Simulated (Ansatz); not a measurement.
# GeO$_{2}$ (space group P3_121, No. 152)

Space group P3₁21 (No. 152); a = b = 4.991 Å, c = 5.692 Å, α = β = 90.00°, γ = 120.00°

```
atom  site  symmetry       x       y       z
----  ----  --------  ------  ------  ------
Ge      3a       .2.  0.5488  0.5488  0.0000
O       6c         1  0.3942  0.3047  0.2457
```

Level of theory: PBEsol (Ansatz, an electronic-structure program; PAW; 420 eV plane waves; spin-orbit coupling left out). Settings: 8×8×6 k-points, 0.05 eV Fermi–Dirac smearing.

```json
{
 "volume_per_atom": "13.64 Å³",
 "density": "4.25 g/cm³",
 "band_gap": "3.36 eV, indirect, K → Γ",
 "electron_mass": "0.37 mₑ along c, 0.43 mₑ across",
 "Lowest conduction-band minima above the VBM": "Γ 3.36 eV",
 "total_energy": "-1791.681 eV/atom (σ→0; compares only within this code and set-up)"
}
```

Effective masses come from finite differences of ±0.01 Å⁻¹. No phonon test of stability was made.
